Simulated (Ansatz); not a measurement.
# TaN: response to strain

Aim: deform TaN (zz strain of -1 %) and compute stress, forces and field gradients with LAPW, PAW and all-electron datasets made for the crystal.

Computed with Ansatz 0.2.0 (DFT PBEsol, scalar-relativistic, unless a step's input says otherwise).

## 1. The structure to begin with

Symmetry: P6_3/mmc, No. 194, hexagonal system. Conventional cell: a = 3.048 Å, b = 3.048 Å, c = 4.918 Å, α = 90.00°, β = 90.00°, γ = 120.00°. Ta (site symmetry -3m) is surrounded by 6 N at 2.15 Å and 2 Ta at 2.46 Å. N (site symmetry -6m2) is surrounded by 6 Ta at 2.15 Å.

Structure file:

```
Ta N
1.0
     3.04800    0.00000    0.00000
    -1.52400    2.63965    0.00000
     0.00000    0.00000    4.91800
Ta N
2 2
Cartesian
  0.0000 0.0000 0.0000
  0.0000 0.0000 2.4590
  0.0000 1.7598 1.2295
  1.5240 0.8799 3.6885
```

Atoms are numbered in the order of the input: Ta1, Ta2, N3, N4.

## 2. After the deformation

Space group P6_3/mmc before, P6_3/mmc after.

## 3. LAPW, all electrons

The input, input.yaml:

```yaml
crystal:
  lattice:
    - [3.0480019786, 0.0, 0.0]
    - [-1.5240009893, 2.6396471442, 0.0]
    - [0.0, 0.0, 4.86882]
  atoms:
    - { symbol: Ta, position: [0.0, 0.0, 0.0] }
    - { symbol: Ta, position: [0.0, 0.0, 0.5] }
    - { symbol: "N", position: [0.3333333333, 0.6666666667, 0.25] }
    - { symbol: "N", position: [0.6666666667, 0.3333333333, 0.75] }
kpoints:
  mp_grid: { grid: [9, 9, 5] }
  band_path:
    path:
      - [0.0, 0.0, 0.0]
      - [0.5, 0.0, 0.0]
      - [0.3333333333, 0.3333333333, 0.0]
      - [0.0, 0.0, 0.0]
      - [0.0, 0.0, 0.5]
      - [0.5, 0.0, 0.5]
      - [0.3333333333, 0.3333333333, 0.5]
      - [0.0, 0.0, 0.5]
      - [0.5, 0.0, 0.5]
    npoints: 5
scf:
  occupations: { method: fermi_dirac, width: 0.01 }
hamiltonian:
  xc: pbesol
  pseudopotentials: { kind: all_electron, lapw: { basis_error: 0.0005 } }
output:
  forces: true
  stress: true
  eigenvalues: true
```

On the command line:

```
$ ansatz run input.yaml --threads 1 --pin off --max-ram 6144MiB --backend cpu --events-out ev --progress --plain --runs-dir out
```

## 4. Frozen-core PAW

The input, input.yaml:

```yaml
crystal:
  lattice:
    - [3.0480019786, 0.0, 0.0]
    - [-1.5240009893, 2.6396471442, 0.0]
    - [0.0, 0.0, 4.86882]
  atoms:
    - { symbol: Ta, position: [0.0, 0.0, 0.0] }
    - { symbol: Ta, position: [0.0, 0.0, 0.5] }
    - { symbol: "N", position: [0.3333333333, 0.6666666667, 0.25] }
    - { symbol: "N", position: [0.6666666667, 0.3333333333, 0.75] }
kpoints:
  mp_grid: { grid: [9, 9, 5] }
scf:
  occupations: { method: fermi_dirac, width: 0.01 }
hamiltonian:
  xc: pbesol
  pseudopotentials: { kind: paw }
output:
  forces: true
  stress: true
  eigenvalues: true
  efg: { contact_densities: true }
```

## 5. Datasets made for this crystal

Changes to input.yaml since step 4:

```diff
@@ -16,3 +16,3 @@
   xc: pbesol
-  pseudopotentials: { kind: paw }
+  pseudopotentials: { kind: all_electron, datasets: crystal }
 output:
```

(Steps that only read results are left out.)

Q: Predict the outcome of this session. Wanted: pressure; largest shear or deviatoric stress.

The runs gave:

| quantity | value |
| --- | --- |
| pressure | LAPW 54.46, PAW 55.14, crystal datasets 54.46 GPa |
| largest shear or deviatoric stress (LAPW) | 58.53 GPa |

In words: The largest part of the stress beyond the pressure is 58.53 GPa in size, in the zz component; the atoms are carried along and not relaxed. No run of the undeformed cell stands beside it, so the pressure holds what the given cell had before the change. PAW: stress within 1.00 GPa of LAPW. Crystal datasets: stress within 0.01 GPa of LAPW. Spin-orbit coupling is left out, though the cell holds Ta; in elements this heavy it can shift bands and gaps by tenths of an eV.
